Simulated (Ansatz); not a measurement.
# ZnS (F-43m) in Ansatz: further runs

The runs below take ZnS through single point, with HSE06 form with a typed share of exact exchange.

All numbers are computed with Ansatz 0.2.0; they aren't measurements. Logs are shortened: lines on timing, memory, paths and dates and some standing lists are left out, and cuts for length are marked.

**What was measured.**

From “Electronic, vibrational, and thermodynamic properties of ZnS (zincblende and rocksalt structure)”, 2009, arxiv:0911.5022, for a bulk crystal of ZnS at 19 K: band gap 3.85 eV (direct).

The runs below are set against these values where they give the same quantity.

## Step 1: The crystal as given

Symmetry: F-43m, No. 216, cubic system. The conventional cell has a = 5.404 Å, b = 5.404 Å, c = 5.404 Å, α = 90.00°, β = 90.00°, γ = 90.00°. Around Zn (site symmetry -43m) lie 4 S at 2.34 Å. S (site symmetry -43m) has 4 Zn at 2.34 Å as nearest neighbours.

## Step 2: Single point, HSE06 form with a typed share of exact exchange

File input.yaml:

```yaml
crystal:
  lattice:
    - [0.0, 2.702, 2.702]
    - [2.702, 0.0, 2.702]
    - [2.702, 2.702, 0.0]
  atoms:
    - { symbol: Zn, position: [0.75, 0.75, 0.75] }
    - { symbol: S, position: [0.0, 0.0, 0.0] }
hamiltonian:
  xc: { exchange: pbe, correlation: pbe, exx: { coeff: 0.05, omega: 0.2 } }
  pseudopotentials: { kind: paw }
kpoints:
  mp_grid: { grid: [5, 5, 5] }
scf:
  occupations: { method: fermi_dirac, width: 0.05 }
output:
  forces: true
  stress: true
  eigenvalues: true
```

Potentials or basis: Ansatz PAW.

Started as:

```sh
ansatz run input.yaml --threads 2 --pin off --max-ram 5632MiB --backend cpu --events-out ev --progress --plain --runs-dir out
```

Log:

```text
Warning: output.stress: scf.convergence.dr2_threshold = 1e-7 eV (the SCF's general default) is looser than the 2e-10 eV advised for a printed stress (1e-10 eV for each atom of the cell: 2). What an SCF threshold leaves in a stress goes as its square root, and in the free energy as the threshold itself, and one threshold admits the most on a small cell: of the crystals measured, under no hybrid functional and no lock of the moments, on runs that ended without the residual-converged pass, on stresses that held no estimate of that error, the worst erred by over 100 MPa in a component at 1e-7 eV an atom and by under 5 at 1e-10. Set scf.convergence.dr2_threshold to 2e-10 eV or tighter. The threshold is an SCF's pass mark: one that does not reach it within its budget of iterations ends unconverged, or closes short of it on a stop that the run arms, and scf.convergence.dr2_threshold's page says what that costs each kind of run
Warning: output.stress: scf.exx.energy_threshold = 1e-6 eV is looser than the 2e-8 eV advised for a stress under a hybrid functional (1e-8 eV for each atom of the cell: 2). Every SCF of the exchange loop can meet its threshold on dr2 while the loop round them stops early: no threshold on dr2 bounds what that leaves in the stress. Set scf.exx.energy_threshold to 2e-8 eV or tighter. The threshold is the loop's pass mark: a loop that does not reach it within its budget of cycles ends unconverged, and scf.exx.energy_threshold's page has the law
Warning: RAYON_NUM_THREADS=2 ignored (pool sized by the plan → 2); use --threads N
Engine: ansatz 0.2.0, x86_64-unknown-linux-gnu
Pseudopotentials: kind: paw
Pseudopotential: Zn, paw, valence charge 12, recommended cutoff 420 eV (normal), Zn.paw.azcp
Pseudopotential: S, paw, valence charge 6, recommended cutoff 420 eV (normal), S.paw.azcp
Functional definition: unnamed
  parameter a_1 = 0.05
  parameter omega_1 = 0.2/angstrom
  exchange = pbe_x + (-a_1)*pbe_x_sr(omega_1) + a_1*exact_x_sr(omega_1)
  correlation = pbe_c
Crystal: 2 atoms, lattice volume = 39.454 Å³
Basis set: ecut = 420 eV, 749 PW (Γ), exchange–correlation on 54×54×54 points (8 copies of the dense FFT grid, shifted against one another)
Bands: 13, of which v1, the nominal top of the filled ones, is band 9 counted from 1 (8 counted from 0)
Symmetry: 24 space group operations
Space group: F-43m (ITA 216), of the structure as read, at distance tolerance 3.4e-5 Å
k-points: 10 of 125 (time reversal used)
Non-local potential: Zn, projectors of the file, l = 0: 2, l = 1: 2, l = 2: 3, l = 3: 1
Non-local potential: S, projectors of the file, l = 0: 2, l = 1: 2, l = 2: 2
PAW form: soft (Blöchl's): semilocal exchange-correlation on the pseudo side does not see the compensation charge
PAW frozen core: Zn, regenerated for the run's functional, and the local potential with it (the file was generated under x = pbe(κ = 0.804, μ = 0.2195149727645171), c = pbe(β = 0.06672455060314922))
PAW frozen core: S, regenerated for the run's functional, and the local potential with it (the file was generated under x = pbe(κ = 0.804, μ = 0.2195149727645171), c = pbe(β = 0.06672455060314922))
PAW one-centre angular grid: Zn, 590 points (default); XC on 64 Gauss nodes
PAW one-centre angular grid: S, 110 points (default); XC on 64 Gauss nodes
Initial density: superposition of atomic densities (neutral atoms: chi_scale 0, normalization atom), corrected by the library's trained network
Initial wavefunctions: pseudopotential atomic-orbital guess
Functional: x = pbe(κ = 0.804, μ = 0.2195149727645171), c = pbe(β = 0.06672455060314922), warm-up for x = pbe(κ = 0.804, μ = 0.2195149727645171) + 0.05 (exact − pbe) at short range (hse, ω = 0.2 Å⁻¹), c = pbe(β = 0.06672455060314922)
SCF iter   1: F=—  HF=-4222.718797 eV  |F-HF|=—  |Δ(HF+E_count)|=         —  Δρ=5.40e-4  dr2=1.42e-4  ethr=1.77e-3  ⟨swp⟩=2.0  Hψ=926  notcnv=0
preconditioner: auto → none  [insulator: Δε(μ)=2.103 eV  Ē_g=12.238 eV  σ=0.050 eV  W_gap=1.00  n_scr=14 (ndim 8)  ℏωp=25.1 eV  f_vac=0.026  D(μ)=0.00/eV (n_scr^D=0)]
SCF iter   2: F=-4222.718678 eV  HF=-4222.718684 eV  |F-HF|=6.29e-6  |Δ(HF+E_count)|=   1.12e-4  Δρ=4.58e-4  dr2=4.31e-5  ethr=7.90e-7  ⟨swp⟩=4.4  Hψ=398  notcnv=0  defer=1
SCF 1 stopped early in 2 iterations: F = -4222.718678 eV  dr2 = 4.31e-5
Initial density: handed on by an earlier stage of this run
Initial wavefunctions: those handed on with the density
Functional: x = pbe(κ = 0.804, μ = 0.2195149727645171) + 0.05 (exact − pbe) at short range (hse, ω = 0.2 Å⁻¹), c = pbe(β = 0.06672455060314922)
Exchange kernel: α = 0.0500, screened, ω = 0.2000 Å⁻¹, Wigner–Seitz truncation, v(0) = 1123.8239 eV·Å³, q-mesh 5×5×5, nearest image of the exchange supercell L = 19.11 Å, pair-density grid 15×15×15, without the augmentation charges, whose exchange is taken in its separable form by FFT convolution over the k-point mesh (sized by the pseudopotential files, 24×24×24 at the most), smooth part of the exact exchange by density-matrix convolution
Frozen-core exchange: fock
SCF iter   1: F=—  HF=-4222.839507 eV  |F-HF|=—  |Δ(HF+E_count)|=         —  Δρ=4.81e-3  dr2=4.76e-3  ethr=2.39e-6  ⟨swp⟩=5.4  Hψ=576  notcnv=0
preconditioner: auto → none  [insulator: Δε(μ)=2.360 eV  Ē_g=12.738 eV  σ=0.050 eV  W_gap=1.00  n_scr=14 (ndim 8)  ℏωp=25.1 eV  f_vac=0.026  D(μ)=0.00/eV (n_scr^D=0)]
SCF iter   2: F=—  HF=-4222.838664 eV  |F-HF|=—  |Δ(HF+E_count)|=   8.43e-4  Δρ=1.24e-3  dr2=5.84e-4  ethr=2.39e-6  ⟨swp⟩=4.4  Hψ=427  notcnv=0
SCF iter   3: F=—  HF=-4222.838181 eV  |F-HF|=—  |Δ(HF+E_count)|=   4.83e-4  Δρ=8.07e-4  dr2=1.08e-4  ethr=2.39e-6  ⟨swp⟩=4.0  Hψ=350  notcnv=0
iter 4 solved again at ethr=4.19e-8 eV; its pass at ethr=5.85e-7 eV (dr2=7.54e-6 eV) is discarded
SCF iter   4: F=—  HF=-4222.838191 eV  |F-HF|=—  |Δ(HF+E_count)|=   9.87e-6  Δρ=1.65e-4  dr2=9.33e-6  ethr=4.19e-8  ⟨swp⟩=3.2  Hψ=460  notcnv=0
eigensolver tolerance schedule: the retry pair's looser diagonalisation over-reported the residual by 0.17 of it (diagonalisation noise at 0.19 of the residual, at the tolerance the schedule requests for it); recorded, not acted on — ethr = c·dr2/N_el stays at c = 1.0e-1
SCF iter   5: F=—  HF=-4222.838191 eV  |F-HF|=—  |Δ(HF+E_count)|=   6.31e-7  Δρ=9.21e-6  dr2=3.24e-6  ethr=3.57e-8  ⟨swp⟩=3.0  Hψ=248  notcnv=0
SCF iter   6: F=—  HF=-4222.838299 eV  |F-HF|=—  |Δ(HF+E_count)|=   1.08e-4  Δρ=1.22e-4  dr2=2.89e-6  ethr=2.32e-10  ⟨swp⟩=5.4  Hψ=574  notcnv=0
SCF iter   7: F=-4222.838298 eV  HF=-4222.838298 eV  |F-HF|=3.29e-8  |Δ(HF+E_count)|=   1.01e-6  Δρ=9.72e-6  dr2=2.15e-8  ethr=2.32e-10  ⟨swp⟩=4.5  Hψ=403  notcnv=0
SCF 2 converged in 7 iterations: F = -4222.838298 eV  dr2 = 2.15e-8
hybrid outer 1: dexx = +9.312e-5 eV, tail = 1.60e-7 eV
Exchange kernel: α = 0.0500, screened, ω = 0.2000 Å⁻¹, Wigner–Seitz truncation, v(0) = 1123.8239 eV·Å³, q-mesh 5×5×5, nearest image of the exchange supercell L = 19.11 Å, pair-density grid 15×15×15, without the augmentation charges, whose exchange is taken in its separable form by FFT convolution over the k-point mesh (sized by the pseudopotential files, 24×24×24 at the most), smooth part of the exact exchange by density-matrix convolution
Frozen-core exchange: fock
SCF iter   1: F=—  HF=-4222.838293 eV  |F-HF|=—  |Δ(HF+E_count)|=         —  Δρ=7.95e-6  dr2=1.37e-8  ethr=4.44e-9  ⟨swp⟩=3.8  Hψ=298  notcnv=0
preconditioner: auto → none  [insulator: Δε(μ)=2.351 eV  Ē_g=12.683 eV  σ=0.050 eV  W_gap=1.00  n_scr=14 (ndim 8)  ℏωp=25.1 eV  f_vac=0.026  D(μ)=0.00/eV (n_scr^D=0)]
SCF iter   2: F=-4222.838293 eV  HF=-4222.838293 eV  |F-HF|=2.63e-10  |Δ(HF+E_count)|=   5.98e-9  Δρ=1.63e-6  dr2=7.23e-10  ethr=7.53e-11  ⟨swp⟩=4.0  Hψ=345  notcnv=0
SCF 3 converged in 2 iterations: F = -4222.838293 eV  dr2 = 7.23e-10
  Residual-converged pass: ⟨swp⟩=2.4  Hψ=231  notcnv=0  max |occ|·‖R‖ = 2.4e-6 eV (tolerance 2.4e-6 eV)  dr2=7.16e-10  dr2_onsite=1.00e-10  max |Δocc| = 2.9e-19
hybrid outer 2: dexx = +6.346e-10 eV, tail = 1.64e-9 eV, Δε = 2.06e-4 eV (about 2.77e-5 eV left of the loop's levels)
hybrid SCF converged: 2 outer / 9 inner (+2 warm-up), last move |dexx| = 6.35e-10 eV, tail = 1.64e-9 eV
Stability not checked: this state was not tested for a lower state beside it, because the functional holds exact exchange (a hybrid, or Hartree-Fock), whose exchange loop this test does not read (fock_operator; see scf.lower_state_search)
Free energy (F): -4222.838293 eV
Frozen-core exchange: fock
Harris-Foulkes:  -4222.838293 eV  (|F-HF|=2.63e-10)
Internal energy: -4222.838293 eV  (E = F + TS)
E sigma→0 (E₀):  -4222.838293 eV
Fermi energy:    6.849614 eV
--- Per-component energies (eV) ---
  E_band       = -1.227215
  E_kinetic    = 238.320921
  E_local      = -2043.145378  (includes V_loc(G=0)·N_el)
  E_nonlocal   = 643.698086
  E_hartree    = 855.393147
  E_xc         = -224.802454
  E_vxc        = -133.970281  (∫ρ·V_xc dr)
  E_exx        = -10.638595  (= α·E_x^exact, valence–valence)
  E_paw        = -2428.400075  (= ΣΔE_a)
  E_vpaw       = -395.639824  (= ΣTr[D̂ρ^β])
  E_aug_tail   = -0.000362  (compensation charges beyond the density's cutoff)
  E_ewald      = -1253.379294
  E_core_change = 0.115711  (= ΣΔE_core)
  E_smearing   = -0.000000  (= −TS)
  E_closure    = -0.000000  (closes the sum)
  Σ components = -4222.838293   (vs F -4222.838293, Δ=0.00e0)
--- Forces (eV/Å), atoms counted from 1 ---
  atom   1  Zn     0.00000000    -0.00000000    -0.00000000
  atom   2  S     -0.00000000     0.00000000     0.00000000
  max |Σ_I F_I| component: 3.70e-17 eV/Å
--- Stress (GPa, compression-positive) ---
        1.511759      -0.000000      -0.000000
       -0.000000       1.511759       0.000000
        0.000000       0.000000       1.511759
  P = ⅓ Tr σ = 1.5118 GPa (15.118 kbar)
--- Band table (eV; the first three rows and the last of 10) ---
  k-point 0: bands = ["-7.7329", "-0.9998", "-0.9998", "-0.9998", "-0.5144", "-0.5144", "5.6464", "5.6464", "5.6464", "7.9976", "12.2769", "12.2769", "12.2769"]
  k-point 1: bands = ["-7.4439", "-0.9703", "-0.9526", "-0.9526", "-0.5157", "-0.5157", "3.4681", "5.3091", "5.3091", "9.2673", "12.4207", "12.7914", "12.7914"]
  k-point 2: bands = ["-6.8972", "-0.8935", "-0.8935", "-0.6162", "-0.4932", "-0.4932", "0.9310", "4.8424", "4.8424", "9.2529", "12.8582", "12.8582", "14.3881"]
  k-point 9: bands = ["-6.5587", "-0.8642", "-0.7754", "-0.6131", "-0.4992", "-0.2604", "1.1544", "2.7897", "3.5815", "11.3400", "11.6140", "13.0901", "15.7885"]
```

Wall time 11 s (2 threads of AMD EPYC 7R32 (Zen 2), shared host); peak memory 0.78 GiB.

Results:

| Item | Value |
| --- | --- |
| Free energy | -4222.8383 eV |
| Pressure | 1.5 GPa |
| Band gap on the k mesh | 2.35 eV, direct |

Caveat: odd divisions of the mesh miss points on the zone boundary, where band edges often lie, so the gap on the mesh can be too wide; the PAW data sets come from PBE, with cores solved anew for the run's functional, which leaves a small shift of forces and pressure; the thresholds are loose for stress.

(Part 1 of 2 ends here.)
